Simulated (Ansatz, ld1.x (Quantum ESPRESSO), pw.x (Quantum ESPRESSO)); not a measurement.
**Tc: does the PAW potential hold in the solid?**

technetium, PAW, made with ld1.x (Quantum ESPRESSO) 7.5 (PBE, scalar-relativistic). Core [Ar] 3d10, reference 4s2 4p6 4d5 5s2 5p0. Waves: 4s (bound): rcut 1.35, rcutus 1.75 bohr; 5s (bound): rcut 1.35, rcutus 1.75 bohr; 4p (bound): rcut 1.70, rcutus 1.90 bohr; 5p (bound, empty): rcut 1.70, rcutus 1.90 bohr; 4d (bound): rcut 1.95, rcutus 2.35 bohr; 4d channel at -0.15 Ry: rcut 1.95, rcutus 2.35 bohr. Local part: all-electron potential smoothed inside 2.30 bohr (lloc = -1). Core correction: Bessel-smoothed model core, default radius (core density twice the valence density). Augmentation charge: BESSEL, radius 1.00 bohr.

Atomic tests: cutoffs needed: 30 Ry and 45 Ry (the cutoffs (Ry, on a coarse ladder) from which the occupation-weighted sum of valence levels, in a spherical-Bessel basis at the reference potential, stays within 10 and 1 mRy of its value at 400 Ry); ghost test: no extra level below or beside the all-electron valence levels (s, p, d, f tested) (spherical-Bessel basis up to 400 Ry, 20 bohr box); configuration tests: test run stopped at test 4 of 7 (negative rho).

Crystal test: diamond Tc in pw.x 7.5, no spin, 8³ k-points, Fermi–Dirac smearing 0.01 Ry, cutoffs 55/440 Ry. The reference is all-electron LAPW (Ansatz 0.2.0) with the same functional, mesh and smearing; V0 and B0 come from Birch–Murnaghan fits to the pressures at five volumes. Errors are pseudo minus all-electron; Δ is the rms difference of the E(V) curves that follow from these fits, minima aligned, over ±6 % about the mean V0. Mesh and smearing are coarse, so the numbers serve the comparison and aren't converged zero-temperature values; the lattice is a test structure that the element need not adopt.

```csv
V (Å³/atom),P all-electron (GPa),P pseudo (GPa)
20.207,8.57,12.28
20.739,3.99,7.45
21.271,-0.01,3.26
21.803,-3.52,-0.54
22.335,-6.58,-3.90
```

All-electron: a0 = 5.541 Å (V0 = 21.27 Å³/atom), B0 = 149.7 GPa.

Pseudopotential: mean pressure error (GPa): +3.22; a0 (Å): 5.580; a0 error (%): +0.71; B0 error (%): -1.1; Δ (meV/atom): 14.6. This is a poor potential for the solid. Atomic configuration tests: test run stopped at test 4 of 7 (negative rho).

At the middle volume, how do free energy and pressure move when the wave cutoff is lowered (ecutrho held at 440 Ry)?

```json
{"cutoff (Ry)": "25", "shift of F (meV/atom)": "+483.0", "shift of P (GPa)": "-6.03"}
{"cutoff (Ry)": "33", "shift of F (meV/atom)": "+78.1", "shift of P (GPa)": "-2.89"}
{"cutoff (Ry)": "44", "shift of F (meV/atom)": "+10.3", "shift of P (GPa)": "+0.18"}
```

Input at the middle volume:

```
&control
  calculation='scf', prefix='x', pseudo_dir='./', outdir='./tmp', tstress=.true., disk_io='none'
/
&system
  ibrav=0, nat=2, ntyp=1, ecutwfc=55, ecutrho=440, nbnd=24,
  occupations='smearing', smearing='fd', degauss=0.01
/
&electrons
  conv_thr=1e-09, mixing_beta=0.4, electron_maxstep=70
/
ATOMIC_SPECIES
Tc 1.0 Tc.UPF
CELL_PARAMETERS angstrom
  0.00000000 2.77074124 2.77074124
  2.77074124 0.00000000 2.77074124
  2.77074124 2.77074124 0.00000000
ATOMIC_POSITIONS crystal
Tc 0.0000 0.0000 0.0000
Tc 0.2500 0.2500 0.2500
K_POINTS automatic
8 8 8 0 0 0
```

```bash
pw.x < Tc.scf.in > Tc.scf.out
```

Lines of the output:

```
Message from routine setup:
     using ibrav=0 with symmetry is DISCOURAGED, use correct ibrav instead
     lattice parameter (alat)  =       7.4047  a.u.
     unit-cell volume          =     287.0876 (a.u.)^3
     number of electrons       =        30.00
     number of Kohn-Sham states=           24
     kinetic-energy cutoff     =      55.0000  Ry
     charge density cutoff     =     440.0000  Ry
     scf convergence threshold =      1.0E-09
     Exchange-correlation= SLA  PW   PBX  PBC
     number of k points=    29  Fermi-Dirac smearing, width (Ry)=  0.0100
     iteration #  1     ecut=    55.00 Ry     beta= 0.40
     total energy              =    -792.39115869 Ry
     estimated scf accuracy    <       0.12078151 Ry
     iteration #  2     ecut=    55.00 Ry     beta= 0.40
     total energy              =    -792.39347189 Ry
     estimated scf accuracy    <       0.04097085 Ry
     iteration #  3     ecut=    55.00 Ry     beta= 0.40
     total energy              =    -792.39350186 Ry
     estimated scf accuracy    <       0.00756424 Ry
     iteration #  4     ecut=    55.00 Ry     beta= 0.40
     total energy              =    -792.39419681 Ry
     estimated scf accuracy    <       0.00013832 Ry
     iteration #  5     ecut=    55.00 Ry     beta= 0.40
     total energy              =    -792.39453273 Ry
     estimated scf accuracy    <       0.00003157 Ry
     iteration #  6     ecut=    55.00 Ry     beta= 0.40
     total energy              =    -792.39459784 Ry
     estimated scf accuracy    <       0.00001333 Ry
     iteration #  7     ecut=    55.00 Ry     beta= 0.40
     total energy              =    -792.39461767 Ry
     estimated scf accuracy    <       0.00000452 Ry
     iteration #  8     ecut=    55.00 Ry     beta= 0.40
     total energy              =    -792.39463891 Ry
     estimated scf accuracy    <       0.00000157 Ry
     [... 13 iterations left out ...]
     iteration # 22     ecut=    55.00 Ry     beta= 0.40
     total energy              =    -792.39464656 Ry
     estimated scf accuracy    <       0.00000004 Ry
     iteration # 23     ecut=    55.00 Ry     beta= 0.40
     total energy              =    -792.39464659 Ry
     estimated scf accuracy    <       0.00000005 Ry
     iteration # 24     ecut=    55.00 Ry     beta= 0.40
     total energy              =    -792.39464659 Ry
     estimated scf accuracy    <          9.3E-09 Ry
     iteration # 25     ecut=    55.00 Ry     beta= 0.40
     total energy              =    -792.39464659 Ry
     estimated scf accuracy    <          8.8E-09 Ry
     iteration # 26     ecut=    55.00 Ry     beta= 0.40
     total energy              =    -792.39464659 Ry
     estimated scf accuracy    <          8.3E-09 Ry
     iteration # 27     ecut=    55.00 Ry     beta= 0.40
     total energy              =    -792.39464659 Ry
     estimated scf accuracy    <          1.1E-09 Ry
     iteration # 28     ecut=    55.00 Ry     beta= 0.40
     total energy              =    -792.39464659 Ry
     estimated scf accuracy    <          1.6E-09 Ry
     iteration # 29     ecut=    55.00 Ry     beta= 0.40
     the Fermi energy is    12.9803 ev
!    total energy              =    -792.39464658 Ry
     estimated scf accuracy    <          8.4E-10 Ry
     smearing contrib. (-TS)   =      -0.00932409 Ry
     The total energy is F=E-TS. E is the sum of the following terms:
     one-electron contribution =    -123.51463699 Ry
     hartree contribution      =      93.55308052 Ry
     xc contribution           =    -183.08461747 Ry
     ewald contribution        =    -231.48261295 Ry
     one-center paw contrib.   =    -347.85653561 Ry
     convergence has been achieved in  29 iterations
          total   stress  (Ry/bohr**3)                   (kbar)     P=       32.62
     Message from routine punch:
     Nothing written, as per user request (disk_io='none')
```

The run at the middle volume (29 k-points, 29 iterations) took about 91 s on one core of a shared host (Neoverse-V1, 32 threads, 247 GiB, load 13).
